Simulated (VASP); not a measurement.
## VASP 6.6.1 run: MoS$_{2}$

INCAR

```
ENCUT = 520
GGA = PE
LCHARG = .FALSE.
PREC = Accurate
LWAVE = .FALSE.
NBANDS = 20
SIGMA = 0.02
ISIF = 2
LASPH = .TRUE.
EDIF = 1E-7
IBRION = -1
LREAL = .FALSE.
NSW = 0
NELM = 66
ISMEAR = -1
```

KPOINTS

```
KPOINTS created by Atomic Simulation Environment
0
Gamma
12 12 4
0 0 0
```

POSCAR

```
Mo S
 1.0000000000000000
     3.1709589632062558    0.0000000000000000    0.0000000000000000
    -1.5854794816031279    2.7461310164945827    0.0000000000000000
     0.0000000000000000    0.0000000000000000    6.7609815495000003
 Mo  S
   1   2
Cartesian
  0.0000000000000000 -0.0000000000000001  0.0000000000000000
 -0.0000000000000001  1.8307540109963885  1.5556130467440670
 -0.0000000000000001  1.8307540109963885  5.2053685027559347
```

The recommended PBE PAW datasets give the neutral cell 26 valence electrons.

Command

```
mpirun -np 1 vasp_std
```

Predict the outcome of this run.

It converged. Results: gap between bands v and c on the k mesh 1.25 eV; least direct gap on the k mesh 1.68 eV; pressure 2.2 GPa; largest force 0.12 eV/Å. Band v is the last that the valence electrons fill when counted band by band, and c is the next.

OSZICAR

```
N       E                     dE             d eps       ncg     rms          rms(c)
DAV:   1     0.185309360490E+03    0.18531E+03   -0.13258E+04  2304   0.121E+03
DAV:   2    -0.156788485413E+02   -0.20099E+03   -0.19537E+03  2764   0.313E+02
DAV:   3    -0.232177336103E+02   -0.75389E+01   -0.74670E+01  2824   0.571E+01
DAV:   4    -0.233120454053E+02   -0.94312E-01   -0.94248E-01  2780   0.673E+00
DAV:   5    -0.233137795145E+02   -0.17341E-02   -0.17340E-02  2940   0.874E-01    0.242E+01
DAV:   6    -0.222154006661E+02    0.10984E+01   -0.10725E+01  2440   0.197E+01    0.893E+00
DAV:   7    -0.219313247781E+02    0.28408E+00   -0.39683E+00  2356   0.114E+01    0.590E+00
DAV:   8    -0.218236343471E+02    0.10769E+00   -0.55159E-01  2588   0.457E+00    0.168E+00
DAV:   9    -0.218247946232E+02   -0.11603E-02   -0.23539E-02  2632   0.934E-01    0.629E-01
DAV:  10    -0.218237975573E+02    0.99707E-03   -0.91904E-03  2580   0.639E-01    0.118E-01
DAV:  11    -0.218238600499E+02   -0.62493E-04   -0.59581E-04  2636   0.169E-01
   1 F= -.21823860E+02 E0= -.21823860E+02  d E =-.424603E-12
```

One setting is odd (misspelt tag), but here it hardly changes the result.

On sound settings PBE gives a gap of 1.25 eV on its mesh and a pressure of 2.1 GPa for the intended cell. This run's energy (σ→0) differs from it by 0 meV an atom.
